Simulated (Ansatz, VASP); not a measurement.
# Two plane-wave programs on Bi

```
Bi
1.0
    -1.87722    1.87722    1.87722
     1.87722   -1.87722    1.87722
     1.87722    1.87722   -1.87722
Bi
1
Cartesian
  0.0000 0.0000 0.0000
```

This isn't the form of Bi at room conditions, which is rhombohedral.

Alike in both runs: functional PBEsol; k mesh 16 × 16 × 16; occupations gaussian, width 0.1 eV; no spin polarisation.

Ansatz relaxed the structure, and its values are those at the end. VASP's run is a single point on that final structure, the one shown.

|  | VASP | Ansatz |
| --- | --- | --- |
| version | VASP 6.6.1 | Ansatz 0.2.0 |
| potentials or method | VASP PAW PBE potentials, release 64 (Bi_d) | scalar-relativistic, plane waves, PAW |
| plane-wave cutoff (eV) | 520 | 420 |
| valence electrons in the cell | 15 | 15 |

Ansatz gave:

```
gap on the k mesh at the Fermi level (eV) : none
pressure (GPa)                            : 10.1
```

Problem. Which values does VASP return?

Solution. gap on the k mesh at the Fermi level (eV): none; pressure (GPa): 10.0.

A gap of «none» marks a metal or a gap that the smearing closes. The functional is the same, so the differences come from potentials, cutoffs and numerics.

Caveats: the PAW data sets were made with another functional, which shifts forces and pressure a little (VASP); spin-orbit coupling is left out, which moves the levels of the heavy elements.
